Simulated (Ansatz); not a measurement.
## C3H6O (propionaldehyde): the atomisation enthalpy at 298 K, rung by rung

The species is C3H6O (10 atoms), meant as a singlet with charge 0. SMILES: `CCC=O`. The shape is that of a PBE0-D4/def2-TZVP optimisation. This is one conformer, not always the lowest.

Each level gives the atomisation enthalpy at 298 K (kJ/mol). The values are calculated. The thermal term (zero-point and 298 K enthalpy, harmonic and unscaled) is that of PBE0-D4/def2-TZVP; the spin-orbit lowering of the free atoms at 298 K, 0.5 kJ/mol by their spectra, is taken off.

**The experiment to reproduce.** CRC Handbook of Chemistry and Physics gives the atomisation enthalpy at 298 K of the gas as 3893 kJ/mol.

```
           level                    kind  program  value (kJ/mol)  computed − measured
  revPBE/cc-pVDZ                     GGA   Ansatz            3801                  -92
   BHLYP/cc-pVDZ           global hybrid   Ansatz            3691                 -202
    PBE0/cc-pVDZ           global hybrid   Ansatz            3851                  -42
 wB97M-V/cc-pVDZ  range-separated hybrid   Ansatz            3874                  -19
   wB97X/cc-pVDZ  range-separated hybrid   Ansatz            3835                  -58
 RPA@PBE/cc-pVDZ                     RPA   Ansatz            3459                 -434
RPA@PBE0/cc-pVDZ                     RPA   Ansatz            3508                 -385
    CCSD/cc-pVDZ   coupled cluster or CI   Ansatz            3559                 -334
```

Nearest: wB97M-V/cc-pVDZ (-19 kJ/mol); farthest: RPA@PBE/cc-pVDZ (-434 kJ/mol). Computed less measured by kind, in kJ/mol (of the ab initio rows, those in cc-pVDZ): GGA -92; global hybrid -202 to -42; range-separated hybrid -58 to -19; RPA -434 to -385; coupled cluster or CI -334. Wave-function methods converge slowly with the basis and bind too weakly in sets of this size; that is part of their error here.
